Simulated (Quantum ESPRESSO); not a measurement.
# Ge (Fd-3m) in Quantum ESPRESSO: further runs

Aim: see how the results for Ge move with the level of theory and the settings. Levels: PBEsol, LDA. Tasks: band structure, single point, equation of state.

Program: Quantum ESPRESSO 7.5. These are calculated values, not measurements. Logs are shortened: lines on timing, memory, paths and dates and some standing lists are left out, and cuts for length are marked.

**Experimental background.**

From “Temperature-dependent photoluminescence in Ge: experiment and theory”, 2020, arxiv:2003.00143, for a bulk crystal of Ge at 0 K: band gap 0.744 eV (indirect).

“Sub-monolayer structures of Ag overlayers on Ge(111): experimental observations and first-principles study”, 2019, arxiv:1908.00180 quotes, for a bulk crystal of Ge: bulk modulus 75.8 GPa.

The runs below are set against these values where they give the same quantity.

**1. The crystal as given**

The structure is cubic, space group Fd-3m (No. 227). The conventional cell has a = 5.658 Å, b = 5.658 Å, c = 5.658 Å, α = 90.00°, β = 90.00°, γ = 90.00°. Ge (site symmetry -43m) is surrounded by 4 Ge at 2.45 Å.

**2. Band structure, PBEsol**

File pw.in:

```
&CONTROL
  calculation = 'scf'
  prefix = 'pwscf'
  outdir = './tmp'
  pseudo_dir = './pseudo'
  tprnfor = .true.
  tstress = .true.
  disk_io = 'low'
/
&SYSTEM
  ibrav = 0
  nat = 2
  ntyp = 1
  ecutwfc = 45
  ecutrho = 360
  nbnd = 21
  occupations = 'smearing'
  smearing = 'fd'
  degauss = 0.00367493
/
&ELECTRONS
  conv_thr = 4d-10
  electron_maxstep = 120
  mixing_beta = 0.5
/
ATOMIC_SPECIES
Ge    72.6300 ge_pbesol_v1.4.uspp.F.UPF
CELL_PARAMETERS angstrom
   0.0000000000    2.8289100000    2.8289100000
   2.8289100000    0.0000000000    2.8289100000
   2.8289100000    2.8289100000    0.0000000000
ATOMIC_POSITIONS crystal
Ge     0.7500000000    0.7500000000    0.7500000000
Ge     0.5000000000    0.5000000000    0.5000000000
K_POINTS automatic
8 8 8 0 0 0
```

File bands.in:

```
&CONTROL
  calculation = 'bands'
  prefix = 'pwscf'
  outdir = './tmp'
  pseudo_dir = './pseudo'
  disk_io = 'low'
  verbosity = 'high'
/
&SYSTEM
  ibrav = 0
  nat = 2
  ntyp = 1
  ecutwfc = 45
  ecutrho = 360
  nbnd = 21
  occupations = 'smearing'
  smearing = 'fd'
  degauss = 0.00367493
/
&ELECTRONS
  conv_thr = 1d-08
  electron_maxstep = 120
  mixing_beta = 0.5
  diago_full_acc = .true.
  startingwfc = 'random'
/
ATOMIC_SPECIES
Ge    72.6300 ge_pbesol_v1.4.uspp.F.UPF
CELL_PARAMETERS angstrom
   0.0000000000    2.8289100000    2.8289100000
   2.8289100000    0.0000000000    2.8289100000
   2.8289100000    2.8289100000    0.0000000000
ATOMIC_POSITIONS crystal
Ge     0.7500000000    0.7500000000    0.7500000000
Ge     0.5000000000    0.5000000000    0.5000000000
K_POINTS crystal
60
 0.0000000000  0.0000000000  0.0000000000 1
 0.0625000000  0.0000000000  0.0625000000 1
 0.1250000000  0.0000000000  0.1250000000 1
 0.1875000000  0.0000000000  0.1875000000 1
 0.2500000000  0.0000000000  0.2500000000 1
 0.3125000000  0.0000000000  0.3125000000 1
 0.3750000000  0.0000000000  0.3750000000 1
 0.4375000000  0.0000000000  0.4375000000 1
 0.5000000000  0.0000000000  0.5000000000 1
 0.5000000000  0.0625000000  0.5625000000 1
 0.5000000000  0.1250000000  0.6250000000 1
 0.5000000000  0.1875000000  0.6875000000 1
 0.5000000000  0.2500000000  0.7500000000 1
 0.4375000000  0.3125000000  0.7500000000 1
 0.3750000000  0.3750000000  0.7500000000 1
 0.3375000000  0.3375000000  0.6750000000 1
 0.3000000000  0.3000000000  0.6000000000 1
 0.2625000000  0.2625000000  0.5250000000 1
 0.2250000000  0.2250000000  0.4500000000 1
 0.1875000000  0.1875000000  0.3750000000 1
 0.1500000000  0.1500000000  0.3000000000 1
 0.1125000000  0.1125000000  0.2250000000 1
 0.0750000000  0.0750000000  0.1500000000 1
 0.0375000000  0.0375000000  0.0750000000 1
 0.0000000000  0.0000000000  0.0000000000 1
 0.0625000000  0.0625000000  0.0625000000 1
 0.1250000000  0.1250000000  0.1250000000 1
 0.1875000000  0.1875000000  0.1875000000 1
 0.2500000000  0.2500000000  0.2500000000 1
 0.3125000000  0.3125000000  0.3125000000 1
 0.3750000000  0.3750000000  0.3750000000 1
 0.4375000000  0.4375000000  0.4375000000 1
 0.5000000000  0.5000000000  0.5000000000 1
 0.5250000000  0.4500000000  0.5250000000 1
 0.5500000000  0.4000000000  0.5500000000 1
 0.5750000000  0.3500000000  0.5750000000 1
 0.6000000000  0.3000000000  0.6000000000 1
 0.6250000000  0.2500000000  0.6250000000 1
 0.5833333333  0.2500000000  0.6666666667 1
 0.5416666667  0.2500000000  0.7083333333 1
 0.5000000000  0.2500000000  0.7500000000 1
 0.5000000000  0.2857142857  0.7142857143 1
 0.5000000000  0.3214285714  0.6785714286 1
 0.5000000000  0.3571428571  0.6428571429 1
 0.5000000000  0.3928571429  0.6071428571 1
 0.5000000000  0.4285714286  0.5714285714 1
 0.5000000000  0.4642857143  0.5357142857 1
 0.5000000000  0.5000000000  0.5000000000 1
 0.4821428571  0.4821428571  0.5357142857 1
 0.4642857143  0.4642857143  0.5714285714 1
 0.4464285714  0.4464285714  0.6071428571 1
 0.4285714286  0.4285714286  0.6428571429 1
 0.4107142857  0.4107142857  0.6785714286 1
 0.3928571429  0.3928571429  0.7142857143 1
 0.3750000000  0.3750000000  0.7500000000 1
 0.6250000000  0.2500000000  0.6250000000 1
 0.5937500000  0.1875000000  0.5937500000 1
 0.5625000000  0.1250000000  0.5625000000 1
 0.5312500000  0.0625000000  0.5312500000 1
 0.5000000000  0.0000000000  0.5000000000 1
```

Potentials or basis: GBRV 1.5 PBEsol.

On the command line:

```
> OMP_NUM_THREADS=1 mpirun -n 2 pw.x -nk 2 -in pw.in > pw.out
> OMP_NUM_THREADS=1 mpirun -n 2 pw.x -nk 2 -in bands.in > bands.out
```

pw.out:

```text
This program is part of the open-source Quantum ESPRESSO suite
     for quantum simulation of materials; please cite
[... 13 lines left out ...]
     --------------------
     sticks:   dense  smooth     PW     G-vecs:    dense   smooth      PW
     Sum        1417     703    211                35149    12387    2109

     Using Slab Decomposition

     bravais-lattice index     =            0
     lattice parameter (alat)  =       7.5602  a.u.
     unit-cell volume          =     305.5512 (a.u.)^3
     number of atoms/cell      =            2
     number of atomic types    =            1
     number of electrons       =        28.00
     number of Kohn-Sham states=           21
     kinetic-energy cutoff     =      45.0000  Ry
     charge density cutoff     =     360.0000  Ry
     scf convergence threshold =      4.0E-10
     mixing beta               =       0.5000
     number of iterations used =            8  plain     mixing
     Exchange-correlation= SLA  PW   PSX  PSC
                           (   1   4  10   8   0   0   0)

     celldm(1)=   7.560195  celldm(2)=   0.000000  celldm(3)=   0.000000
     celldm(4)=   0.000000  celldm(5)=   0.000000  celldm(6)=   0.000000

     crystal axes: (cart. coord. in units of alat)
               a(1) = (   0.000000   0.707107   0.707107 )
               a(2) = (   0.707107   0.000000   0.707107 )
               a(3) = (   0.707107   0.707107   0.000000 )

     reciprocal axes: (cart. coord. in units 2 pi/alat)
               b(1) = ( -0.707107  0.707107  0.707107 )
               b(2) = (  0.707107 -0.707107  0.707107 )
               b(3) = (  0.707107  0.707107 -0.707107 )

     PseudoPot. # 1 for Ge read from file:
     ge_pbesol_v1.4.uspp.F.UPF
     Pseudo is Ultrasoft + core correction, Zval = 14.0
     Generated by new atomic code, or converted to UPF format
     Using radial grid of  873 points,  6 beta functions with:
                l(1) =   0
                l(2) =   0
                l(3) =   1
                l(4) =   1
                l(5) =   2
                l(6) =   2
     Q(r) pseudized with  8 coefficients,  rinner =    1.400   1.400   1.400
                                                       1.400   1.400

     atomic species   valence    mass     pseudopotential
     Ge               14.00    72.63000     Ge( 1.00)

     48 Sym. Ops., with inversion, found (24 have fractional translation)

   Cartesian axes

     site n.     atom                  positions (alat units)
         1        Ge     tau(   1) = (   1.0606602   1.0606602   1.0606602  )
         2        Ge     tau(   2) = (   0.7071068   0.7071068   0.7071068  )

     number of k points=    29  Fermi-Dirac smearing, width (Ry)=  0.0037
                       cart. coord. in units 2pi/alat
        k(    1) = (   0.0000000   0.0000000   0.0000000), wk =   0.0039062
        k(    2) = (   0.0883883   0.0883883  -0.0883883), wk =   0.0312500
        k(    3) = (   0.1767767   0.1767767  -0.1767767), wk =   0.0312500
        k(    4) = (   0.2651650   0.2651650  -0.2651650), wk =   0.0312500
        k(    5) = (  -0.3535534  -0.3535534   0.3535534), wk =   0.0156250
        k(    6) = (   0.1767767   0.0000000   0.0000000), wk =   0.0234375
[... 21 lines left out ...]
        k(   28) = (  -0.7071068   0.1767767  -0.0000000), wk =   0.0468750
        k(   29) = (  -0.7071068   0.3535534   0.0000000), wk =   0.0234375

     Dense  grid:    35149 G-vectors     FFT dimensions: (  48,  48,  48)

     Smooth grid:    12387 G-vectors     FFT dimensions: (  36,  36,  36)

     Initial potential from superposition of free atoms

     starting charge      27.9984, renormalised to      28.0000
     Starting wfcs are   18 randomized atomic wfcs +    3 random wfcs

     Self-consistent Calculation

     iteration #  1     ecut=    45.00 Ry     beta= 0.50
     Davidson diagonalization with overlap
     ethr =  1.00E-02,  avg # of iterations =  4.5

     Threshold (ethr) on eigenvalues was too large:
     Diagonalizing with lowered threshold

     Davidson diagonalization with overlap
     ethr =  1.17E-04,  avg # of iterations =  2.7

     total energy              =    -426.38102500 Ry
     estimated scf accuracy    <       0.03328606 Ry

     iteration #  2     ecut=    45.00 Ry     beta= 0.50
     Davidson diagonalization with overlap
     ethr =  1.19E-04,  avg # of iterations =  1.0
[... 29 lines left out ...]
     total energy              =    -426.38043051 Ry
     estimated scf accuracy    <       0.00000005 Ry

     iteration #  7     ecut=    45.00 Ry     beta= 0.50
     Davidson diagonalization with overlap
     ethr =  1.75E-10,  avg # of iterations =  2.0

     End of self-consistent calculation

          k = 0.0000 0.0000 0.0000 (  1471 PWs)   bands (ev):

   -16.4708 -16.4708 -16.4708 -16.4344 -16.4344 -16.2233 -16.2233 -16.2233
   -16.2098 -16.2098  -4.4598   8.3189   8.3346   8.3346   8.3346  10.8630
    10.8630  10.8630  14.5605  17.7680  17.7680

          k = 0.0884 0.0884-0.0884 (  1534 PWs)   bands (ev):

   -16.4789 -16.4789 -16.4683 -16.4232 -16.4232 -16.2354 -16.2354 -16.2264
   -16.1998 -16.1998  -4.2691   5.9616   7.9977   7.9977   9.3323  11.3126
    11.3126  11.7807  15.5163  16.8433  16.8433
[... 13 lines left out ...]
          k =-0.3536-0.3536 0.3536 (  1538 PWs)   bands (ev):

   -16.4954 -16.4954 -16.4532 -16.3926 -16.3926 -16.2579 -16.2579 -16.2442
   -16.1828 -16.1828  -2.3615   0.7087   6.9269   6.9269   8.4530  12.0385
    12.0385  15.3021  18.7612  19.3499  19.4913

          k = 0.1768 0.0000 0.0000 (  1531 PWs)   bands (ev):

   -16.4784 -16.4766 -16.4766 -16.4256 -16.4109 -16.2578 -16.2181 -16.2147
   -16.2147 -16.1950  -4.2046   5.9301   7.4543   7.4543  10.1863  10.5528
    12.0616  12.0616  15.6253  15.8095  18.0336

          k = 0.2652 0.0884-0.0884 (  1543 PWs)   bands (ev):

   -16.4920 -16.4848 -16.4678 -16.4115 -16.3909 -16.2784 -16.2349 -16.2178
   -16.1997 -16.1858  -3.7674   4.1416   6.8038   6.8903  10.1939  10.9261
    12.8880  13.1400  15.5659  17.1436  17.8077
[... 19 lines left out ...]
          k =-0.0884-0.2652 0.2652 (  1562 PWs)   bands (ev):

   -16.4982 -16.4960 -16.4501 -16.4033 -16.3856 -16.2710 -16.2559 -16.2348
   -16.1869 -16.1780  -3.2983   2.8070   5.7596   7.4063   9.9299  12.0800
    12.2455  13.9672  15.8625  17.1018  18.6659

          k = 0.0000-0.1768 0.1768 (  1552 PWs)   bands (ev):

   -16.4902 -16.4832 -16.4645 -16.4158 -16.4043 -16.2558 -16.2460 -16.2144
   -16.2056 -16.1860  -3.9555   4.6883   6.5756   7.9527  10.0223  11.4324
    11.5617  13.0879  15.8185  16.6674  16.8697

          k = 0.3536 0.0000 0.0000 (  1587 PWs)   bands (ev):

   -16.4892 -16.4892 -16.4773 -16.4003 -16.3654 -16.3107 -16.2416 -16.1974
   -16.1949 -16.1949  -3.4471   3.6076   6.2879   6.2879   9.2760  11.0173
    14.1473  14.1473  15.3494  18.3359  18.8324

          k = 0.4419 0.0884-0.0884 (  1563 PWs)   bands (ev):

   -16.5038 -16.4959 -16.4581 -16.3827 -16.3452 -16.3313 -16.2594 -16.2208
   -16.1837 -16.1747  -2.7863   2.2490   5.4586   5.9369   9.5348  10.9687
    14.0490  14.7666  17.5517  19.2076  19.5433
[... 7 lines left out ...]
          k =-0.0884-0.4419 0.4419 (  1560 PWs)   bands (ev):

   -16.5198 -16.5048 -16.4206 -16.3636 -16.3542 -16.3057 -16.2944 -16.2610
   -16.1702 -16.1573  -1.7885   0.7228   4.1529   6.2456   9.8866  13.3118
    13.9710  15.0652  15.9563  17.2806  20.0412

          k = 0.0000-0.3536 0.3536 (  1554 PWs)   bands (ev):

   -16.5117 -16.5042 -16.4270 -16.3902 -16.3627 -16.2906 -16.2715 -16.2581
   -16.1711 -16.1678  -2.5690   1.7940   4.4373   6.8250  10.2451  13.1015
    13.3879  13.5680  15.9270  17.7058  20.1586

          k = 0.5303-0.0000 0.0000 (  1572 PWs)   bands (ev):

   -16.5005 -16.5005 -16.4573 -16.3677 -16.3630 -16.3129 -16.2771 -16.2212
   -16.1763 -16.1763  -2.2154   1.4129   5.5143   5.5143   8.8287   9.8208
    16.3536  16.3536  17.5208  20.1691  20.6033

          k =-0.0884-0.6187 0.6187 (  1573 PWs)   bands (ev):

   -16.5117 -16.5041 -16.4312 -16.3836 -16.3424 -16.2984 -16.2961 -16.2487
   -16.1704 -16.1636  -1.3834   0.3651   4.7469   5.4264   9.1497  10.2074
    16.1829  16.6149  18.8411  20.1554  20.1993

          k = 0.0000-0.5303 0.5303 (  1568 PWs)   bands (ev):

   -16.5219 -16.5059 -16.4168 -16.3579 -16.3314 -16.3181 -16.3126 -16.2632
   -16.1681 -16.1537  -1.0339   0.0258   3.9643   5.6906   9.4116  12.3575
    15.4929  15.6870  16.4312  18.0769  21.8175

          k =-0.7071 0.0000 0.0000 (  1588 PWs)   bands (ev):

   -16.5049 -16.5049 -16.4192 -16.4192 -16.3197 -16.3197 -16.2622 -16.2622
   -16.1688 -16.1688  -0.5654  -0.5654   5.2481   5.2481   8.9977   8.9977
    17.8153  17.8153  19.8418  19.8418  21.0798

          k = 0.3536 0.1768 0.0000 (  1552 PWs)   bands (ev):

   -16.4996 -16.4971 -16.4541 -16.3983 -16.3697 -16.3002 -16.2479 -16.2288
   -16.1856 -16.1775  -3.2206   2.9540   5.4555   6.7096  10.6435  11.1044
    12.9131  13.8449  16.3136  18.3357  18.6503

          k =-0.2652-0.4419 0.6187 (  1560 PWs)   bands (ev):

   -16.5115 -16.5035 -16.4324 -16.3834 -16.3570 -16.3089 -16.2643 -16.2531
   -16.1736 -16.1664  -2.4097   1.4980   4.7632   6.2260  10.7448  11.7008
    13.1740  14.4425  17.5860  17.8966  19.7444
[... 13 lines left out ...]
          k =-0.0884-0.4419 0.6187 (  1564 PWs)   bands (ev):

   -16.5201 -16.5106 -16.4093 -16.3542 -16.3456 -16.3205 -16.3008 -16.2687
   -16.1646 -16.1557  -1.2635   0.2919   4.1629   5.2285  10.5647  12.5030
    13.3705  15.3727  17.1749  19.9340  20.4387

          k = 0.0000-0.3536 0.5303 (  1554 PWs)   bands (ev):

   -16.5205 -16.5100 -16.4101 -16.3601 -16.3336 -16.3304 -16.2966 -16.2682
   -16.1652 -16.1560  -1.5904   0.6531   4.0102   5.5918  10.9462  12.8073
    13.2466  15.0612  16.4941  17.9571  21.5831

          k =-0.7071 0.1768-0.0000 (  1568 PWs)   bands (ev):

   -16.5126 -16.5126 -16.4000 -16.4000 -16.3214 -16.3214 -16.2786 -16.2786
   -16.1621 -16.1621  -0.5168  -0.5168   4.7698   4.7698  10.2019  10.2019
    15.8893  15.8893  19.3305  19.3305  21.1671

          k =-0.7071 0.3536 0.0000 (  1564 PWs)   bands (ev):

   -16.5187 -16.5187 -16.3766 -16.3766 -16.3275 -16.3275 -16.2953 -16.2953
   -16.1565 -16.1565  -0.4655  -0.4655   4.3986   4.3986  12.6180  12.6180
    12.9684  12.9684  19.3025  19.3025  21.2492

     the Fermi energy is     8.3538 ev

!    total energy              =    -426.38043052 Ry
     estimated scf accuracy    <          1.5E-10 Ry
     smearing contrib. (-TS)   =      -0.00006793 Ry
     internal energy E=F+TS    =    -426.38036259 Ry

     The total energy is F=E-TS. E is the sum of the following terms:
     one-electron contribution =    -278.57507703 Ry
     hartree contribution      =     164.97599576 Ry
     xc contribution           =    -115.28052313 Ry
     ewald contribution        =    -197.50075820 Ry

     convergence has been achieved in   7 iterations

     Forces acting on atoms (cartesian axes, Ry/au):

     atom    1 type  1   force =    -0.00000000   -0.00000000   -0.00000000
     atom    2 type  1   force =     0.00000000    0.00000000   -0.00000000

     Total force =     0.000000     Total SCF correction =     0.000000

     Computing stress (Cartesian axis) and pressure

          total   stress  (Ry/bohr**3)                   (kbar)     P=        4.12
   0.00002804  -0.00000000  -0.00000000            4.12       -0.00       -0.00
  -0.00000000   0.00002804  -0.00000000           -0.00        4.12       -0.00
  -0.00000000  -0.00000000   0.00002804           -0.00       -0.00        4.12

=------------------------------------------------------------------------------=
   JOB DONE.
=------------------------------------------------------------------------------=
```

Run time: 14 s. Hardware: 2 MPI ranks of Intel Xeon 6975P-C (Granite Rapids), shared host; peak memory 0.24 GiB.

Results:

```yaml
Free_energy: -5801.2013 eV
Pressure: 0.4 GPa
Band_gap_on_the_k_mesh: none (metal or under the smearing width)
```

Levels at the corners of the path, in eV from the Fermi level:
| point | band 10 | band 11 | band 12 | band 13 | band 14 | band 15 | band 16 | band 17 | band 18 | band 19 |
| --- | --- | --- | --- | --- | --- | --- | --- | --- | --- | --- |
| Γ | -24.56 | -12.81 | -0.03 | -0.02 | -0.02 | -0.02 | 2.51 | 2.51 | 2.51 | 6.21 |
| X | -24.52 | -8.92 | -8.92 | -3.11 | -3.11 | 0.64 | 0.64 | 9.46 | 9.46 | 11.49 |
| W | -24.51 | -8.82 | -8.82 | -3.96 | -3.96 | 4.26 | 4.26 | 4.61 | 4.61 | 10.95 |
| K | -24.51 | -9.39 | -8.33 | -4.39 | -2.66 | 1.06 | 4.00 | 7.14 | 7.33 | 8.08 |
| Γ | -24.56 | -12.81 | -0.03 | -0.02 | -0.02 | -0.02 | 2.51 | 2.51 | 2.51 | 6.21 |
| L | -24.54 | -10.72 | -7.65 | -1.43 | -1.43 | 0.10 | 3.68 | 3.68 | 6.95 | 10.41 |
| U | -24.51 | -9.39 | -8.33 | -4.39 | -2.66 | 1.06 | 4.00 | 7.14 | 7.33 | 8.08 |
| W | -24.51 | -8.82 | -8.82 | -3.96 | -3.96 | 4.26 | 4.26 | 4.61 | 4.61 | 10.95 |
| L | -24.54 | -10.72 | -7.65 | -1.43 | -1.43 | 0.10 | 3.68 | 3.68 | 6.95 | 10.41 |
| K | -24.51 | -9.39 | -8.33 | -4.39 | -2.66 | 1.06 | 4.00 | 7.14 | 7.33 | 8.08 |
| U | -24.51 | -9.39 | -8.33 | -4.39 | -2.66 | 1.06 | 4.00 | 7.14 | 7.33 | 8.08 |
| X | -24.52 | -8.92 | -8.92 | -3.11 | -3.11 | 0.64 | 0.64 | 9.46 | 9.46 | 11.49 |

Caveat: this crystal is a semiconductor, whose small gap the functional closes, so the metal is an error of the method.

[end of part 1 of 2]
